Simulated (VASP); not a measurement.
# Lattice of SiNi across functionals and dispersion corrections, part 4 of 8

Wanted: equilibrium cells of SiNi at many levels, with their cost. The start is a computed cell from the Materials Project.

VASP 6.6.1, plane waves and PAW; the level of theory is named at each step.

Still holding for the runs below: A U on the itinerant d states of such a compound is hard to justify; it moves the bands at the Fermi level.

So far. Step 3 (Magnetic start: antiferromagnetic within the cell): The energy lies +0.0 meV an atom from the first pattern, and both runs end without moments, so a difference comes from cell, mesh or thresholds alone. The moments fall under 0.1 μB, and the mesh shows no gap. Step 4 (Magnetic start: antiferromagnetic, q = (0, 0, 1/2)): The energy lies +1.9 meV an atom from the first pattern, and both runs end without moments, so a difference comes from cell, mesh or thresholds alone.

## (5) Magnetic start: antiferromagnetic, q = (1/2, 1/2, 1/2)

Level of this step: LDA, DFT+U (Ni d 4 eV), spin-polarised from an antiferromagnetic start; plane waves and PAW (Si, Ni) (VASP).

Next, a pattern with opposite moments, which needs a doubled cell; q is given in the reciprocal vectors of the primitive cell.

Input file INCAR:

```
SYSTEM = SiNi
PREC = Accurate
ENCUT = 400
EDIFF = 1E-06
NELM = 100
ISMEAR = -1
SIGMA = 0.05
LREAL = .FALSE.
ALGO = Normal
GGA = CA
NBANDS = 40
ISPIN = 2
MAGMOM = 0 0 0 0 1 -1 1 -1
LDAU = .TRUE.
LDAUTYPE = 2
LDAUL = -1 2
LDAUU = 0 4
LDAUJ = 0 0
LDAUPRINT = 1
LASPH = .TRUE.
LMAXMIX = 4
LORBIT = 11
LWAVE = .FALSE.
LCHARG = .FALSE.
KPAR = 8
ISIF = 2
```

Input file POSCAR:

```
SiNi
1.0
    5.8855413200      0.0000000000      0.0000000000
    2.9427706600      3.2803255400      0.0000000000
    2.9427706600      0.0000000000      4.6774467600
Si Ni
4 4
Direct
    0.9215715800      0.0000000000      0.1568568400
    0.4215715800      0.0000000000      0.1568568400
    0.5784284200      0.5000000000      0.8431431600
    0.0784284200      0.5000000000      0.8431431600
    0.6712477950      0.0000000000      0.6575044100
    0.1712477950      0.0000000000      0.6575044100
    0.8287522050      0.5000000000      0.3424955900
    0.3287522050      0.5000000000      0.3424955900
```

Input file KPOINTS:

```
Automatic mesh
0
Gamma
7 7 7
0 0 0
```

Potentials, in the order of the species: Si and Ni (PBE family, release 64).

Started as:

```
> mpirun -np 8 vasp_std
```

Log:

```text
[... set-up lines as in an earlier step ...]
 entering main loop
       N       E                     dE             d eps       ncg     rms          rms(c)
DAV:   1     0.331023091542E+03    0.33102E+03   -0.20096E+04 16000   0.138E+03
DAV:   2    -0.197803392552E+02   -0.35080E+03   -0.33347E+03 16064   0.315E+02
DAV:   3    -0.479633943613E+02   -0.28183E+02   -0.27392E+02 18568   0.111E+02
DAV:   4    -0.486551207581E+02   -0.69173E+00   -0.68988E+00 18664   0.165E+01
DAV:   5    -0.486747892256E+02   -0.19668E-01   -0.19665E-01 19632   0.259E+00    0.255E+01
DAV:   6    -0.530526204914E+02   -0.43778E+01   -0.67001E+01 18296   0.124E+02    0.243E+01
DAV:   7    -0.450457653872E+02    0.80069E+01   -0.25713E+01 19240   0.806E+01    0.489E+00
DAV:   8    -0.451491447584E+02   -0.10338E+00   -0.21802E+00 23032   0.103E+01    0.308E+00
DAV:   9    -0.451027789883E+02    0.46366E-01   -0.27459E-01 18752   0.618E+00    0.798E-01
DAV:  10    -0.451077443539E+02   -0.49654E-02   -0.37912E-02 18880   0.303E+00    0.508E-01
DAV:  11    -0.451083928905E+02   -0.64854E-03   -0.39655E-03 19800   0.546E-01    0.237E-01
DAV:  12    -0.451085398503E+02   -0.14696E-03   -0.89935E-04 19208   0.456E-01    0.992E-02
DAV:  13    -0.451086062577E+02   -0.66407E-04   -0.16006E-04 19624   0.118E-01    0.437E-02
DAV:  14    -0.451085967127E+02    0.95450E-05   -0.45521E-05 18544   0.921E-02    0.152E-02
DAV:  15    -0.451085969797E+02   -0.26699E-06   -0.49363E-06 19728   0.317E-02
   1 F= -.45108597E+02 E0= -.45097811E+02  d E =-.215724E-01  mag=    -0.0000
```

It took 84 s on 8 MPI ranks of Intel Xeon Platinum 8259CL at 2.50GHz (Skylake/Cascade Lake), shared host; peak memory 3.5 GiB; 8.8 min of CPU time.

OUTCAR, selected parts (step 5):

```text
   k-points           NKPTS =    100   k-points in BZ     NKDIM =    100   number of bands    NBANDS=     40

   ENCUT  =  400.0 eV  29.40 Ry    5.42 a.u.   9.60  7.19  9.01*2*pi/ulx,y,z

   NELECT =      56.0000    total number of electrons

atom =   5  type =  2  l = 2

 onsite density matrix

spin component  1

  0.8326  0.0000 -0.0000  0.0000  0.0000
  0.0000  0.8597 -0.0000 -0.0000 -0.0000
 -0.0000 -0.0000  0.8733 -0.0000  0.0014
  0.0000 -0.0000 -0.0000  0.8771  0.0000
  0.0000 -0.0000  0.0014  0.0000  0.9299

spin component  2

  0.8325  0.0000 -0.0000  0.0000  0.0000
  0.0000  0.8596 -0.0000 -0.0000 -0.0000
 -0.0000 -0.0000  0.8732 -0.0000  0.0014
  0.0000 -0.0000 -0.0000  0.8770  0.0000
  0.0000 -0.0000  0.0014  0.0000  0.9298

 occupancies and eigenvectors

  o =  0.8325  v =  0.0000  0.0000  0.0000  0.0000  0.0000  1.0000 -0.0000  0.0002 -0.0000 -0.0000      0.0000  0.0000  0.0000  0.0000  0.0000  0.0000  0.0000  0.0000  0.0000  0.0000
  o =  0.8326  v =  1.0000 -0.0000  0.0002 -0.0000 -0.0000  0.0000  0.0000  0.0000  0.0000  0.0000      0.0000  0.0000  0.0000  0.0000  0.0000  0.0000  0.0000  0.0000  0.0000  0.0000
  o =  0.8596  v =  0.0000  0.0000  0.0000  0.0000  0.0000  0.0000 -1.0000 -0.0000 -0.0004  0.0000      0.0000  0.0000  0.0000  0.0000  0.0000  0.0000  0.0000  0.0000  0.0000  0.0000
  o =  0.8597  v = -0.0000 -1.0000  0.0000 -0.0005  0.0000  0.0000  0.0000  0.0000  0.0000  0.0000      0.0000  0.0000  0.0000  0.0000  0.0000  0.0000  0.0000  0.0000  0.0000  0.0000
  o =  0.8732  v =  0.0000  0.0000  0.0000  0.0000  0.0000 -0.0002 -0.0000  0.9997 -0.0000 -0.0253      0.0000  0.0000  0.0000  0.0000  0.0000  0.0000  0.0000  0.0000  0.0000  0.0000
  o =  0.8732  v = -0.0002  0.0000  0.9997  0.0000 -0.0253  0.0000  0.0000  0.0000  0.0000  0.0000      0.0000  0.0000  0.0000  0.0000  0.0000  0.0000  0.0000  0.0000  0.0000  0.0000
  o =  0.8770  v =  0.0000  0.0000  0.0000  0.0000  0.0000 -0.0000  0.0004  0.0000 -1.0000  0.0000      0.0000  0.0000  0.0000  0.0000  0.0000  0.0000  0.0000  0.0000  0.0000  0.0000
  o =  0.8771  v = -0.0000  0.0005  0.0000 -1.0000  0.0000  0.0000  0.0000  0.0000  0.0000  0.0000      0.0000  0.0000  0.0000  0.0000  0.0000  0.0000  0.0000  0.0000  0.0000  0.0000
  o =  0.9299  v =  0.0000  0.0000  0.0000  0.0000  0.0000 -0.0000 -0.0000 -0.0253 -0.0000 -0.9997      0.0000  0.0000  0.0000  0.0000  0.0000  0.0000  0.0000  0.0000  0.0000  0.0000
  o =  0.9299  v = -0.0000 -0.0000 -0.0253 -0.0000 -0.9997  0.0000  0.0000  0.0000  0.0000  0.0000      0.0000  0.0000  0.0000  0.0000  0.0000  0.0000  0.0000  0.0000  0.0000  0.0000

atom =   6  type =  2  l = 2

 onsite density matrix

spin component  1

spin component  2

 occupancies and eigenvectors

  o =  0.8325  v =  1.0000 -0.0000  0.0002 -0.0000 -0.0000  0.0000  0.0000  0.0000  0.0000  0.0000      0.0000  0.0000  0.0000  0.0000  0.0000  0.0000  0.0000  0.0000  0.0000  0.0000
  o =  0.8326  v =  0.0000  0.0000  0.0000  0.0000  0.0000  1.0000 -0.0000  0.0002 -0.0000 -0.0000      0.0000  0.0000  0.0000  0.0000  0.0000  0.0000  0.0000  0.0000  0.0000  0.0000
  o =  0.8596  v =  0.0000  1.0000  0.0000  0.0004 -0.0000  0.0000  0.0000  0.0000  0.0000  0.0000      0.0000  0.0000  0.0000  0.0000  0.0000  0.0000  0.0000  0.0000  0.0000  0.0000
  o =  0.8597  v =  0.0000  0.0000  0.0000  0.0000  0.0000 -0.0000 -1.0000  0.0000 -0.0005  0.0000      0.0000  0.0000  0.0000  0.0000  0.0000  0.0000  0.0000  0.0000  0.0000  0.0000
  o =  0.8732  v = -0.0002 -0.0000  0.9997  0.0000 -0.0253  0.0000  0.0000  0.0000  0.0000  0.0000      0.0000  0.0000  0.0000  0.0000  0.0000  0.0000  0.0000  0.0000  0.0000  0.0000
  o =  0.8732  v =  0.0000  0.0000  0.0000  0.0000  0.0000 -0.0002  0.0000  0.9997  0.0000 -0.0253      0.0000  0.0000  0.0000  0.0000  0.0000  0.0000  0.0000  0.0000  0.0000  0.0000
[...]
o =  0.8326  v =  0.0000  0.0000  0.0000  0.0000  0.0000  1.0000 -0.0000  0.0002  0.0000 -0.0000      0.0000  0.0000  0.0000  0.0000  0.0000  0.0000  0.0000  0.0000  0.0000  0.0000
  o =  0.8596  v =  0.0000  1.0000 -0.0000  0.0004 -0.0000  0.0000  0.0000  0.0000  0.0000  0.0000      0.0000  0.0000  0.0000  0.0000  0.0000  0.0000  0.0000  0.0000  0.0000  0.0000
  o =  0.8597  v =  0.0000  0.0000  0.0000  0.0000  0.0000  0.0000  1.0000 -0.0000  0.0005 -0.0000      0.0000  0.0000  0.0000  0.0000  0.0000  0.0000  0.0000  0.0000  0.0000  0.0000
  o =  0.8732  v = -0.0002  0.0000  0.9997  0.0000 -0.0253  0.0000  0.0000  0.0000  0.0000  0.0000      0.0000  0.0000  0.0000  0.0000  0.0000  0.0000  0.0000  0.0000  0.0000  0.0000
  o =  0.8732  v =  0.0000  0.0000  0.0000  0.0000  0.0000 -0.0002  0.0000  0.9997  0.0000 -0.0253      0.0000  0.0000  0.0000  0.0000  0.0000  0.0000  0.0000  0.0000  0.0000  0.0000
  o =  0.8770  v = -0.0000 -0.0004 -0.0000  1.0000 -0.0000  0.0000  0.0000  0.0000  0.0000  0.0000      0.0000  0.0000  0.0000  0.0000  0.0000  0.0000  0.0000  0.0000  0.0000  0.0000
  o =  0.8771  v =  0.0000  0.0000  0.0000  0.0000  0.0000 -0.0000 -0.0005 -0.0000  1.0000 -0.0000      0.0000  0.0000  0.0000  0.0000  0.0000  0.0000  0.0000  0.0000  0.0000  0.0000
  o =  0.9299  v = -0.0000 -0.0000 -0.0253 -0.0000 -0.9997  0.0000  0.0000  0.0000  0.0000  0.0000      0.0000  0.0000  0.0000  0.0000  0.0000  0.0000  0.0000  0.0000  0.0000  0.0000
  o =  0.9299  v =  0.0000  0.0000  0.0000  0.0000  0.0000 -0.0000 -0.0000 -0.0253 -0.0000 -0.9997      0.0000  0.0000  0.0000  0.0000  0.0000  0.0000  0.0000  0.0000  0.0000  0.0000

 E-fermi :  11.0049

 spin component 1
 k-point     1 :       0.0000    0.0000    0.0000
  band No.  band energies     occupation
    ...
     26       9.2376      1.00000
     27       9.2376      1.00000
     28       9.9457      1.00000
     29      10.4648      0.99998
     30      10.4648      0.99998
     31      12.2063      0.00000
     32      12.2063      0.00000
     33      12.5683      0.00000
     34      13.9043      0.00000
     35      16.4426      0.00000
    ...

 k-point     2 :       0.1429    0.0000   -0.0000
  band No.  band energies     occupation
    ...
     26       9.2605      1.00000
     27       9.3937      1.00000
     28       9.9753      1.00000
     29      10.6413      0.99931
     30      10.8601      0.94766
     31      12.0557      0.00000
     32      12.2255      0.00000
     33      13.2065      0.00000
     34      14.4718      0.00000
     35      15.9050      0.00000
    ...

  Total       -5.5781014     -6.1688069     -7.0716638     -0.0002436      0.0000000      0.0000000
  in kB      -98.9657173   -109.4459120   -125.4642445     -0.0043213      0.0000000      0.0000000
  external PRESSURE =    -111.2919579 kB  Pullay stress =       0.0000000 kB

 POSITION                                       TOTAL-FORCE (eV/Angst)
 -----------------------------------------------------------------------------------
      5.88554      0.00000      0.73369        -0.000000      0.000000      0.450596
      2.94277      0.00000      0.73369        -0.000000      0.000000      0.450596
      7.35693      1.64016      3.94376         0.000000      0.000000     -0.450596
      4.41416      1.64016      3.94376         0.000000      0.000000     -0.450596
      5.88554      0.00000      3.07544         0.000000     -0.000000     -0.014884
      2.94277      0.00000      3.07544         0.000000     -0.000000     -0.014884
      7.35693      1.64016      1.60200        -0.000000     -0.000000      0.014884
      4.41416      1.64016      1.60200        -0.000000     -0.000000      0.014884
 -----------------------------------------------------------------------------------
    total drift:                                0.000000      0.000000     -0.000000

  FREE ENERGIE OF THE ION-ELECTRON SYSTEM (eV)
  ---------------------------------------------------
  free  energy   TOTEN  =       -45.1085969797 eV

  energy  without entropy=      -45.0870245792  energy(sigma->0) =      -45.09781078

 magnetization (x)
# of ion       s       p       d       tot
------------------------------------------
    1        0.000  -0.000   0.000  -0.000
    2       -0.000   0.000   0.000   0.000
    3        0.000  -0.000   0.000  -0.000
    4       -0.000   0.000   0.000   0.000
    5        0.000   0.000   0.000   0.000
    6       -0.000  -0.000  -0.000  -0.000
    7        0.000   0.000   0.000   0.000
    8       -0.000  -0.000  -0.000  -0.000
--------------------------------------------------
tot          0.000   0.000   0.000   0.000

[... 2 parts as in an earlier step ...]

[... 13 further parts left out ...]
```

At this level the cell is under a tension of 11.1 GPa, so at these settings it is away from equilibrium.

Numbers from this step:

```yaml
irreducible_k_points: 100
symmetry_operations: 4
free_energy_toten: -45.11 eV
energy_at_zero_smearing: -45.10 eV
fermi_energy: 11.00 eV
pressure: -11.13 GPa
```

Force by atom:

```tsv
atom	x (eV/Å)	y (eV/Å)	z (eV/Å)	size
Si1	0.000	0.000	0.451	0.451
Si2	0.000	0.000	0.451	0.451
Si3	0.000	0.000	-0.451	0.451
Si4	0.000	0.000	-0.451	0.451
Ni5	0.000	0.000	-0.015	0.015
Ni6	0.000	0.000	-0.015	0.015
Ni7	0.000	0.000	0.015	0.015
Ni8	0.000	0.000	0.015	0.015
```

The energy lies +7.2 meV an atom from the first pattern, and both runs end without moments, so a difference comes from cell, mesh or thresholds alone. The moments fall under 0.1 μB, and the mesh shows no gap.

(Continued in part 5 of 8.)

[Lines on the potential files, build, host, timing and source positions are cut from VASP's logs without a mark.]

[Logs are printed without paths, hosts, clocks, repeated set-up lines and the standing remarks that a program may print on its own settings, such as how far it seeks lower states.]

[Hosts, paths, dates, database ids (printed as entryN), source tags and the programs' standing remarks are cut or masked in the printed files.]

[A measured line is paired with the nearest computed mode of its activity, which favours agreement.]

[In band tables of VASP the shares of atoms and orbitals are scaled to a sum of 1 inside the atoms' spheres.]
